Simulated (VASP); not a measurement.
# Sn: intraband terms of a metal's spectrum

Sn, I4_1/amd (no. 141), 2 atoms in the cell. PBE, independent-particle dielectric function; PAW potentials Sn_d (PBE set).

## Input

INCAR.step1:
```
SYSTEM = Sn
PREC = Accurate ; ENCUT = 280
ISMEAR = 1 ; SIGMA = 0.1
EDIFF = 1E-7 ; LASPH = .True.
KPAR = 4 ; LWAVE = .False.
LCHARG = .True. ; LMAXMIX = 4
```

INCAR.step2:
```
SYSTEM = Sn
PREC = Accurate ; ENCUT = 280
ISMEAR = 0 ; SIGMA = 0.3
EDIFF = 1E-6 ; LASPH = .True.
KPAR = 4 ; LWAVE = .True.
LCHARG = .False. ; LMAXMIX = 4
ICHARG = 11 ; NBANDS = 32
NEDOS = 3000 ; OMEGAMAX = 30
CSHIFT = 0.1
```

INCAR.step3, as INCAR.step2 but for:
```
- LWAVE = .True.
+ LWAVE = .False.
+ LOPTICS = .True.
+ ALGO = None
+ NELM = 1
+ ISTART = 1
```

INCAR.step4, as INCAR.step3 but for:
```
+ WPLASMAI = 0.03
```

INCAR.step5 to INCAR.step6 change the same tag again: WPLASMAI = 0.1, 0.3.

INCAR.step7, as INCAR.step6 but for:
```
- WPLASMAI = 0.3
+ RTIME = 1
```

INCAR.step8, as INCAR.step7 but for:
```
- RTIME = 1
+ RTIME = 20
```

INCAR.step9, as INCAR.step8 but for:
```
- RTIME = 20
+ LNABLA = .True.
```

INCAR.step10, as INCAR.step9 but for:
```
- ISMEAR = 0
- LNABLA = .True.
+ ISMEAR = -5
```

KPOINTS.step1:
```
k-points
0
Gamma
  9 9 9
```

KPOINTS.step2:
```
k-points
0
Gamma
  11 11 11
```

POSCAR:
```
Sn
1.0
   -2.9401404553      2.9401404553      1.5993019889
    2.9401404553     -2.9401404553      1.5993019889
    2.9401404553      2.9401404553     -1.5993019889
Sn
2
Direct
    0.0000000000      0.0000000000      0.0000000000
    0.7500000000      0.2500000000      0.5000000000
```

Commands (each step's output is kept before the next begins):
```
cat potpaw_PBE.64/Sn_d/POTCAR > POTCAR
cp INCAR.step1 INCAR
cp KPOINTS.step1 KPOINTS
mpirun -np 4 vasp_std > vasp.out
cp INCAR.step2 INCAR
cp KPOINTS.step2 KPOINTS
mpirun -np 4 vasp_std > vasp.out
cp INCAR.step3 INCAR
mpirun -np 4 vasp_std > vasp.out
cp INCAR.step4 INCAR
mpirun -np 4 vasp_std > vasp.out
cp INCAR.step5 INCAR
mpirun -np 4 vasp_std > vasp.out
cp INCAR.step6 INCAR
mpirun -np 4 vasp_std > vasp.out
cp INCAR.step7 INCAR
mpirun -np 4 vasp_std > vasp.out
cp INCAR.step8 INCAR
mpirun -np 4 vasp_std > vasp.out
cp INCAR.step9 INCAR
mpirun -np 4 vasp_std > vasp.out
cp INCAR.step10 INCAR
mpirun -np 4 vasp_std > vasp.out
```

## Result

- Bands: 32

One ground state, settings moved in the last step alone:

| Settings | Plasma frequency (eV) | Im ε at 0.5 eV | Im ε at 1 eV | Im ε at 2 eV | Im ε at 4 eV | Time (s) |
|---|---|---|---|---|---|---|
| interband part alone | 8.69 | 31.3 | 55.3 | 19.0 | 6.1 | 12 |
| Drude term, WPLASMAI 0.03 | 8.69 | 49.4 | 57.6 | 19.3 | 6.1 | 12 |
| Drude term, WPLASMAI 0.1 | 8.69 | 89.4 | 62.8 | 19.9 | 6.2 | 12 |
| Drude term, WPLASMAI 0.3 | 8.69 | 164.6 | 76.1 | 21.8 | 6.4 | 12 |
| relaxation time RTIME 1 fs | 8.69 | 176.8 | 90.0 | 24.6 | 6.8 | 13 |
| relaxation time RTIME 20 fs | 8.69 | 51.1 | 57.8 | 19.3 | 6.1 | 12 |
| transversal form (LNABLA) | 8.73 | 31.6 | 56.0 | 19.3 | 6.2 | 11 |
| tetrahedron method | – | – | – | – | – | no result |

Limits: Spin-orbit coupling is left out, which can matter with atoms this heavy.

VASP 6.6.1 took 116 s on 4 cores (Intel Xeon Platinum 8375C @ 2.90GHz (Ice Lake)), a shared host.
